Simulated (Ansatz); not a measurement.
The system is CsH.

```
Cs H
1.0
     3.81841    0.00000    0.00000
     0.00000    3.81841    0.00000
     0.00000    0.00000    3.81841
Cs H
1 1
Direct
  0.00000 0.00000 0.00000
  0.50000 0.50000 0.50000
```

The cell comes from a database or a generator and needn't be the stable form of this composition.

Base run:

* Program: Ansatz 0.2.0
* Functional: r2SCANh
* Dispersion: D3(BJ)+ATM
* Potentials or basis: JTH PAW LDA
* Cutoff: 1230 eV
* Density cutoff: 4920 eV
* k mesh: 4 × 4 × 4
* Occupations: methfessel-paxton, width 0.025 eV
* Spin: no spin polarisation

Its results: band gap on the k mesh 3.73 eV, direct.

Q: The run is repeated on the same cell with these changes: functional from r2SCANh to CAM-B3LYP; potentials or basis from JTH PAW LDA to Ansatz PAW polarizable; cutoff from 1230 eV to 420 eV; density cutoff from 4920 eV to 1680 eV. What comes out?

A: Band gap on the k mesh 6.57 eV, indirect (least direct gap 6.68 eV).

Caveats: spin-orbit coupling is left out, which moves the levels of the heavy elements.

A k mesh can miss the band edges.

Not every run made on this cell is shown here.
